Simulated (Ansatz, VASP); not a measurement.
## One calculation of C, two programs

```xyz
2
Lattice="0.0000 2.1846 3.5814 1.2186 0.0000 3.5814 1.2186 2.1846 0.0000" Properties=species:S:1:pos:R:3 pbc="T T T"
C     1.2186    0.6666    3.5814
C     1.2186    3.7027    3.5814
```

Alike in both runs: task single point; functional r2SCAN; k mesh 14 × 14 × 14; occupations gaussian, width 0.02 eV; no spin polarisation.

|  | VASP | Ansatz |
| --- | --- | --- |
| version | VASP 6.6.1 | Ansatz 0.2.0 |
| potentials or method | VASP PAW PBE potentials, release 64 (C) | scalar-relativistic, plane waves, PAW |
| plane-wave cutoff (eV) | 520 | 500 |
| valence electrons in the cell | 8 | 8 |

```csv
,VASP,Ansatz,Ansatz less VASP
gap on the k mesh at the Fermi level (eV),none,none,-
pressure (GPa),-2.6,-3.1,-0.55
largest component of the traceless stress (GPa),6.75,7.41,+0.658
rms of the force components (eV/Å),3.826,3.811,-0.0147
```

Atom by atom the forces differ by 0.015 eV/Å (rms over components). A gap of «none» marks a metal or a gap that the smearing closes. With one functional, cell and mesh, what is left measures potentials, basis and numerics.

Caveats: the PAW data sets were made with another functional, which shifts forces and pressure a little (VASP).
